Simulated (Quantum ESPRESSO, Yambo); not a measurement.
# Quasiparticle gap of AlAs (F-43m) in Yambo, part 3 of 3

Aim: the G0W0 gap of AlAs (F-43m) on PBE, step by step.

Quantum ESPRESSO 7.5 and Yambo 5.3.0; PBE and many-body steps on it, plane waves. Known limits of the many-body steps: not at the basis limit; no spin-orbit coupling; coarse k mesh.

So far. Step 3 (Bands along the symmetry lines): The gap is 1.438 eV, as in the run before at this level. Step 4 (Empty states on the mesh, 4×4×4 mesh, 202 bands): On this mesh the gap is 1.438 eV.

## (6) Screening and self-energy, 4×4×4 mesh, 202 bands, screening to 210.9 eV

Now the one-shot GW correction: screening in the RPA, then the self-energy of the levels asked for.

This step: G0W0 on PBE, plane waves, norm-conserving pseudopotentials.

File gw1.in:

```
HF_and_locXC
gw0
dyson
ppa
em1d
rim_cut
RandQpts= 1000000
RandGvec= 1 RL
EXXRLvcs= 100 Ry
VXCRLvcs= 400 Ry
Chimod= "HARTREE"
% BndsRnXp
 1 | 202 |
%
NGsBlkXp= 15.5 Ry
% LongDrXp
 1 | 1 | 1 |
%
% GbndRnge
 1 | 202 |
%
DysSolver= "n"
ExtendOut
PPAPntXp= 27.21138 eV
% QPkrange
 1 | 8 | 11 | 17 |
%
```

Started as:

```sh
$ OMP_NUM_THREADS=1 mpirun -n 4 yambo -F gw1.in -J gw1 -C gw1 > gw1.log
```

Output:

```text
 Yambo, version 5.3.0

 [02] CORE Variables Setup
 =========================

  [... cell, symmetries and grids as in the set-up ...]

  [02.05] Energies & Occupations
  ==============================

  [X] === General ===
  [X] Electronic Temperature                        :  0.000000  0.000000 [eV K]
  [X] Bosonic    Temperature                        :  0.000000  0.000000 [eV K]
  [X] Finite Temperature mode                       : no
  [X] El. density                                   :  0.57332E+24 [cm-3]
  [X] Fermi Level                                   :  6.999082 [eV]

  [X] === Gaps and Widths ===
  [X] Conduction Band Min                           :  1.438227 [eV]
  [X] Valence Band Max                              :  0.000000 [eV]
  [X] Filled Bands                                  :  13
  [X] Empty Bands                                   :   14  202
  [X] Direct Gap                                    :  2.050208 [eV]
  [X] Direct Gap localized at k                     :  1
  [X] Indirect Gap                                  :  1.438227 [eV]
  [X] Indirect Gap between kpts                     :   1   7
  [X] Last valence band width                       :  2.822586 [eV]
  [X] 1st conduction band width                     :  2.893526 [eV]

 [03] Transferred momenta grid and indexing
 ==========================================

 IBZ Q-points                                      :   8
 BZ  Q-points                                      :   64

 K/Q-points units:
 rlu = crystal or reduced units; cc = cartesian coordinates; iku = interal k-units

 Q [1]          [rlu]:  0.000000  0.000000  0.000000
 Q [2]          [rlu]:  0.81056E-17  0.81056E-17  0.25000
 Q [3]          [rlu]: -0.16211E-16 -0.16211E-16 -0.50000
 Q [4]          [rlu]: -0.97223E-17  0.25000      0.25000
 Q [5]          [rlu]:  0.15221E-16  0.25000      0.50000
 Q [6]          [rlu]: -0.71722E-16  0.25000     -0.25000
 Q [7]          [rlu]:  0.19445E-16 -0.50000     -0.50000
 Q [8]          [rlu]:  0.250000 -0.500000 -0.250000

 [04] Coloumb potential Random Integration (RIM)
 ===============================================

  [04.01] RIM initialization
  ==========================

  * Diagonal components only detected *

  8 x (sBL volume)        :  0.101316 [a.u.]
  sBZ random points       :  1000000
  Points outside the sBZ  :   7968281
  RL volume               :  0.810531 [a.u.]
  Integrated volume       :  0.813757 [a.u.]

  [04.02] RIM integrals
  =====================

  Gamma point sphere radius             :  0.084562 [a.u.]
  Points outside the sphere             :   800476
  [Int_sBZ(q=0) 1/q^2]*(Vol_sBZ)^(-1/3) =:  7.776341
                                 should be <:  7.795600

  Summary of Coulomb integrals for non-metallic bands |Q|[au] RIM/Bare

  Q [1] 0.100000E-4 0.997530 * Q [2] 0.254334 1.068862
  Q [4] 0.293679 1.067204 * Q [6] 0.415325 1.029264
  Q [5] 0.487012 1.022872 * Q [3] 0.508667 1.020326
  Q [7] 0.587358 1.017560 * Q [8] 0.656687 1.014592

 [05] Dipoles
 ============

  [05.01] Setup: observables and procedures
  =========================================

 [06] Dynamic Dielectric Matrix (PPA)
 ====================================

 [WR./gw1//ndb.pp]---------------------------------------------------------------
  Brillouin Zone Q/K grids (IBZ/BZ)                :    8   64    8   64
  RL vectors                                       :   6183 [WF]
  Coulomb cutoff potential                         : none
  Electronic Temperature                           :  0.000000 [K]
  Bosonic    Temperature                           :  0.000000 [K]
  PPA    diel. fun.  energies                      : Perdew, Burke & Ernzerhof(X)+Perdew, Burke & Ernzerhof(C)
  wavefunctions                                    : Perdew, Burke & Ernzerhof(X)+Perdew, Burke & Ernzerhof(C)
  Global Gauge                                     : length
  X matrix size                                    :   339
  X band range                                     :    1  202
  X e/h energy range                               : -1.000000 -1.000000 [eV]
  X Time ordering                                  : R
  X Hxc Kernel                                     : HARTREE
  X Drude frequency                                :  0.000000  0.000000
  X poles                                          :  100.0000 [o/o]
  RL vectors in the sum                            :   6183
  [r,Vnl] included                                 : yes
  Field direction                                  :  0.577350E-5  0.577350E-5  0.577350E-5
  BZ energy Double Grid                            : no
  BZ energy DbGd points                            : 0
  BZ Q point size factor                           : -1.000000
  X Optical Averaged directions                    : none

 [07] Local Exchange-Correlation + Non-Local Fock
 ================================================

 [VXC] Plane waves :   41151
 [EXS] Plane waves :   5161

 QP @ state[ 1 ] K range:   1   8
 QP @ state[ 1 ] b range:  11  17

 [xc] Functional : Perdew, Burke & Ernzerhof(X)+Perdew, Burke & Ernzerhof(C)
 [xc] LIBXC used to calculate xc functional
  PP Number of Atomic Species                      :  2
  NLCC RL compoments                               :   41151
  PP Number of Atomic Species                      :  2
  NLCC RL compoments                               :   41151

 [xc] E_xc :  -24.76065 [Ha]
      E_xc :  -49.52129 [Ry]

  Local XC kind (lXC) : Perdew, Burke & Ernzerhof(X)+Perdew, Burke & Ernzerhof(C)
  Non-Local XC kind (nlXC) : Hartree-Fock

  Corrections @ K [1] :  [eV]
 <11|nlXC|11> = -14.93174  0.91276E-17 <11|lXC|11> = -13.05898 -0.56645E-15
 <12|nlXC|12> = -14.93165 -0.12965E-16 <12|lXC|12> = -13.05898 -0.37763E-15
 <13|nlXC|13> = -14.93166 -0.45910E-18 <13|lXC|13> = -13.05898  0.000000
 <14|nlXC|14> = -7.748134 -0.22877E-17 <14|lXC|14> = -11.86046  0.000000
 <15|nlXC|15> = -5.132665  0.26536E-17 <15|lXC|15> = -9.566489  0.000000
 <16|nlXC|16> = -5.132194  0.98959E-18 <16|lXC|16> = -9.566488  0.28323E-15
 <17|nlXC|17> = -5.132619 -0.14451E-17 <17|lXC|17> = -9.566488 -0.23602E-16

  Corrections @ K [2] :  [eV]
 <11|nlXC|11> = -14.51209  0.45221E-18 <11|lXC|11> = -11.47540 -0.47204E-16
 <12|nlXC|12> = -14.69180 -0.54290E-17 <12|lXC|12> = -12.66632 -0.18882E-15
 <13|nlXC|13> = -14.69142  0.68968E-17 <13|lXC|13> = -12.66632  0.47204E-16
[...]
Corrections @ K [3] :  [eV]
[...]
Corrections @ K [4] :  [eV]
[...]
Corrections @ K [5] :  [eV]
[...]
[... 2 further k-points ...]
  Corrections @ K [8] :  [eV]
[...]
<13|nlXC|13> = -13.47096  0.22749E-17 <13|lXC|13> = -10.72528  0.000000
 <14|nlXC|14> = -5.723560 -0.19714E-17 <14|lXC|14> = -9.908976 -0.47204E-16
 <15|nlXC|15> = -6.311075 -0.36469E-17 <15|lXC|15> = -11.30003 -0.23602E-16
 <16|nlXC|16> = -4.566867  0.28132E-18 <16|lXC|16> = -9.571628 -0.32453E-16
 <17|nlXC|17> = -4.560676 -0.21479E-17 <17|lXC|17> = -9.158549  0.47204E-16

  [07.01] Hartree-Fock occupations report
  =======================================

  [Hartree-Fock] === General ===
  [Hartree-Fock] Electronic Temperature             :  0.000000  0.000000 [eV K]
  [Hartree-Fock] Bosonic    Temperature             :  0.000000  0.000000 [eV K]
  [Hartree-Fock] Finite Temperature mode            : no
  [Hartree-Fock] El. density                        :  0.57332E+24 [cm-3]
  [Hartree-Fock] Fermi Level                        :  6.999082 [eV]

  [Hartree-Fock] === Gaps and Widths ===
  [Hartree-Fock] Conduction Band Min                :  5.059101 [eV]
  [Hartree-Fock] Valence Band Max                   : -1.872677 [eV]
  [Hartree-Fock] Filled Bands                       :  13
  [Hartree-Fock] Empty Bands                        :   14  202
  [Hartree-Fock] Direct Gap                         :  8.035214 [eV]
  [Hartree-Fock] Direct Gap localized at k          :  1
  [Hartree-Fock] Indirect Gap                       :  6.931778 [eV]
  [Hartree-Fock] Indirect Gap between kpts          :   1   7
  [Hartree-Fock] Last valence band width            :  3.695593 [eV]
  [Hartree-Fock] 1st conduction band width          :  3.458067 [eV]

 [08] Dyson equation: Newton solver
 ==================================

  [08.01] G0W0 (W PPA)
  ====================

  [  GW  ] Bands range     :    1  202
  [GW/PPA] G damping       :  0.100000 [eV]

  QP @ state[ 1 ] K range:   1   8
  QP @ state[ 1 ] b range:  11  17

   Sc/G bands                                       :    1  202
   Sc/G damping                                     :  0.100000 ev
   Sc bands terminator                              : no
   Sx RL components                                 :   5161

   QP @ state[ 1 ] K range                          :   1   8
   QP @ state[ 1 ] b range                          :  11  17
   GF energies kind                                 : Perdew, Burke & Ernzerhof(X)+Perdew, Burke & Ernzerhof(C)
   GF WF`s kind                                     : Perdew, Burke & Ernzerhof(X)+Perdew, Burke & Ernzerhof(C)
   Xs energies kind                                 : Perdew, Burke & Ernzerhof(X)+Perdew, Burke & Ernzerhof(C)
   Xs WF`s kind                                     : Perdew, Burke & Ernzerhof(X)+Perdew, Burke & Ernzerhof(C)

 [11] Game Over & Game summary
```

Wall time 12 min (4 MPI ranks of Arm Neoverse V2, shared host); peak memory 2 GiB; 47 min of CPU time.

This step gave:

- G0W0 gap on the mesh: 2.033 eV
- starting gap on the mesh: 1.438 eV
- k of the valence top: 0, 0, 0
- k of the conduction bottom: 0, -0.5, -0.5
- least direct G0W0 gap on the computed points: 2.842 eV
- Z at the valence top: 0.7873
- Z at the conduction bottom: 0.8043

The gap on the mesh goes from 1.44 eV to 2.03 eV, a correction of +0.59 eV.

Limits: finite bands, cutoff and mesh; no spin-orbit coupling; coarse k mesh. v1 is the top filled band, c1 the lowest empty one. The levels before and after the correction (eV, zero at the valence-band top of each column):

```tsv
	conduction bottom	valence top
Kohn-Sham	1.44	0.00
G0W0	2.03	0.00
```

```tsv
	level	energy (eV)
Kohn-Sham	Γ v3-v1	0.000
Kohn-Sham	Γ c1	2.050
Kohn-Sham	Γ c2-c4	4.292
Kohn-Sham	(0 -0.5 -0.5) v3	-5.426
Kohn-Sham	(0 -0.5 -0.5) v2-v1	-2.173
Kohn-Sham	(0 -0.5 -0.5) c1	1.438
Kohn-Sham	(0 -0.5 -0.5) c2	2.301
Kohn-Sham	(0 -0.5 -0.5) c3-c4	10.325
G0W0	Γ v3-v1	0.000
G0W0	Γ c1	2.842
G0W0	Γ c2-c4	5.033
G0W0	(0 -0.5 -0.5) v3	-5.662
G0W0	(0 -0.5 -0.5) v2-v1	-2.343
G0W0	(0 -0.5 -0.5) c1	2.033
G0W0	(0 -0.5 -0.5) c2	3.014
G0W0	(0 -0.5 -0.5) c3-c4	11.051
```

## (7) Where the time went

Times are wall times on the hardware named with each run, good to a factor of about two.

```tsv
step	time	share	memory (GiB)
ground state	6.8 s	1 %	0.29
bands along the symmetry lines	5.7 s	1 %	0.25
empty states on the mesh	18 s	2 %	0.56
conversion and set-up	2.6 s	0 %	0.25
screening and self-energy	12 min	96 %	2
```

## (8) Results

```
PBE gap              : 1.44 eV, indirect
G0W0 gap on the mesh : 2.03 eV
GW settings          : 4×4×4 mesh, 202 bands, screening to 210.9 eV, Godby-Needs plasmon pole
known limits         : not at the basis limit; no spin-orbit coupling; coarse k mesh
```

G0W0 moves the gap on the mesh from 1.44 eV to 2.03 eV (+0.59 eV), with Z of 0.79 and 0.80 at the edges. The dearest step here is «screening and self-energy». Against experiment, by G0W0@PBE: the direct gap of 2.84 eV lies −0.18 eV from the measured 3.018 eV (direct, 300 K, quoted 2023). An exciton line or allowed optical edge lies below the quasiparticle gap by the binding energy; a forbidden edge can push the onset above it. The calculation has static nuclei and no excitons; a measured gap holds zero-point and thermal motion, which mostly lowers it. Bands and cutoff are finite, so the gap is not at the basis limit. The miss can reach some tenths of an eV and take either sign; the mesh is an error of its own. The 4×4×4 mesh is coarse for this cell, which bears on the long-range parts of exchange and screening. The many-body steps are scalar-relativistic: spin-orbit coupling is not in them.

[Paths, hosts, dates, memory and timing lines, banners, echoed tables and standing remarks are left out of the program output.]

[Logs are printed without paths, hosts, clocks, repeated set-up lines and the standing remarks that a program may print on its own settings, such as how far it seeks lower states.]

[Runs of the session that timed out or met a known fault of the program may be left out.]

[Hosts, paths, dates, database ids (printed as entryN), source tags and the programs' standing remarks are cut or masked in the printed files.]
